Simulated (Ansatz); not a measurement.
A frame of Al3Cu2 from dynamics at 1720 K, with the forces (eV/Å) computed on a k mesh in the last three columns. Theory: Ansatz, DFT PBEsol, scalar-relativistic, plane waves, PAW.

Plane waves to 420 eV, a k mesh through Γ of 4×3×3 on the computed 20-atom cell and Fermi–Dirac smearing (0.15 eV); no spin polarisation.

```xyz
20
Lattice="6.892 -0.185 -0.060 -0.185 6.974 0.007 -0.060 0.007 7.002" Properties=species:S:1:pos:R:3:forces:R:3 pbc="T T T"
Al    3.965    0.968    6.017    0.670   -1.480   -0.090
Al    1.280    6.157    3.901   -0.770    0.370   -0.300
Al    6.646    6.688    6.476    0.400   -0.120    0.770
Al    3.445    5.043    2.433    0.070    0.190    0.650
Al    6.223    3.249    6.514    0.760   -1.890   -0.340
Al    4.207    3.126    4.699   -0.300    0.580   -1.450
Al    6.083    0.622    3.914   -0.180    1.190   -0.610
Al    4.341    4.661    6.930   -1.000    1.400    1.030
Al    1.386    2.808    3.377    0.710   -1.690    1.270
Al    0.750    4.223    1.654    0.370    1.950   -1.560
Al    2.710    2.424    0.547   -0.980    0.680    0.290
Al    1.588    4.364    5.853   -1.390   -1.810    1.020
Cu    6.079    5.997    1.975   -0.670   -1.210    0.350
Cu    6.089    1.181    1.091   -0.930    1.370    0.440
Cu    1.324    0.469    1.901    0.920    0.640   -0.380
Cu    5.712    5.417    4.829   -0.550   -1.460   -0.770
Cu    1.324    1.612    5.532    0.160    0.430   -0.220
Cu    3.087    5.663    5.195    2.680    1.580   -1.180
Cu    5.457    3.486    2.271   -0.670   -0.360   -0.060
Cu    3.612    1.623    2.447    0.680   -0.360    1.140
```

Static pressure -2.1 GPa (no kinetic part), no gap on the mesh.

Counting as bonded all pairs within 1.3 times the summed covalent radii:

```csv
atom → neighbour,mean count,mean length (Å),spread (Å)
Al → Al,4.67,2.82,0.22
Al → Cu,3.92,2.69,0.26
Cu → Al,5.88,2.69,0.26
Cu → Cu,3.00,2.73,0.32
```

Angles between all pairs of such bonds at an atom (mean ± spread): 98 ± 34° at Al, 98 ± 33° at Cu.

Cost: 1 run of about 3.3 core-minutes, on Intel Xeon Processor @ 2.50GHz (Skylake/Cascade Lake) (shared hosts).